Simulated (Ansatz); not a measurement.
Crystal: TiCo.

```
CELL_PARAMETERS angstrom
2.98611 0.00000 0.00000
0.00000 2.98611 0.00000
0.00000 0.00000 2.98611
ATOMIC_POSITIONS crystal
Co 0.50000 0.50000 0.50000
Ti 0.00000 0.00000 0.00000
```

The cell comes from a database or a generator and needn't be the stable form of this composition.

Base run:

```yaml
Program: Ansatz 0.2.0
Functional: RPBE
Potentials_or_basis: all-electron LAPW, scalar-relativistic
Cutoff: 280 eV (chosen from the basis error)
Basis_error_allowed: 0.001 eV/atom
k_mesh: 9 × 9 × 9
Occupations: fermi-dirac, width 0.05 eV
Spin: collinear spin, ferromagnetic start
Starting_moments: "[2.0, 1.0] μB"
```

Its results: pressure 4.1 GPa; net moment 0.85 μB per cell; site moments Co +0.98; Ti -0.06 μB.

Task: The run is repeated on the same cell with these changes: functional from RPBE to PBE. What comes out?

Result: Pressure -0.5 GPa; net moment 0.83 μB per cell; site moments Co +0.94; Ti -0.04 μB.

PBE binds more tightly than RPBE, so the same cell stands under less pressure.
